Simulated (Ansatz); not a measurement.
## Ca, bcc: geometry optimisation

Computed with DFT, PBE, plane waves (420 eV) with PAW, scalar-relativistic (Ansatz 0.2.0).

k-point mesh 10×10×10, Fermi-Dirac smearing 0.1 eV, no spin polarisation. Cell and atoms relax.

Starting structure:

```
CELL_PARAMETERS angstrom
-2.21776 2.21776 2.21776
2.21776 -2.21776 2.21776
2.21776 2.21776 -2.21776
ATOMIC_POSITIONS crystal
Ca 0.00000 0.00000 0.00000
```

Task: What cell does the relaxation end in?

Result: Im-3m with a = 4.384 Å; 42.14 Å³ per atom against 43.63 at the start (-3.4 %).

Task: How much energy does the relaxation gain?

Result: 2.6 meV per atom.

Path of the relaxation (the plane waves are chosen anew near the end, which can shift the energy a little):

```tsv
step	E − E(final) (meV/atom)	V (Å³/atom)	P (GPa)	max force (eV/Å)
0	2.56	43.632	-0.55	0.000
1	0.88	43.029	-0.33	0.000
2	-0.06	42.141	0.01	0.000
3	0.00	42.141	0.01	0.000
```
